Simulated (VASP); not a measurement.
BaTe, 6 atoms in the cell. The cell holds a slab with vacuum, 6 atoms: a = 4.822 Å, b = 4.822 Å, c = 24.844 Å, α = 90.00°, β = 90.00°, γ = 120.00°. 

- Program: VASP 6.6.1
- Task: relaxation of the atoms
- Functional: PBE
- Potentials or basis: VASP PAW PBE potentials, release 64 (Te, Ba_sv)
- Cutoff: 600 eV
- k mesh: 5 × 5 × 1
- Occupations: fermi-dirac, width 0.05 eV
- Spin: no spin polarisation
- Dipole correction: yes
- Atoms held fixed (from 0): [0, 3, 1]
- Further INCAR settings: ALGO = Normal; EDIFF = 1e-07; IBRION = 2; EDIFFG = -0.01; NSW = 60

Potentials or basis: VASP PAW PBE potentials, release 64 (Te, Ba_sv).

The run is started by

```console
$ cat potpaw_PBE.64/Te/POTCAR potpaw_PBE.64/Ba_sv/POTCAR > POTCAR
$ mpirun -np 1 vasp_std > vasp.out
```

Hardware: 1 thread of Intel(R) Xeon(R) Platinum 8375C CPU @ 2.90GHz (Ice Lake), on a shared host.

Problem. How long does it take, and how much memory?

Solution. It took 32 min on 1 thread of Intel(R) Xeon(R) Platinum 8375C CPU @ 2.90GHz (Ice Lake), on a shared host, peak memory 0.76 GiB. Counts: scf iterations 239, k points 5, ion steps 13.
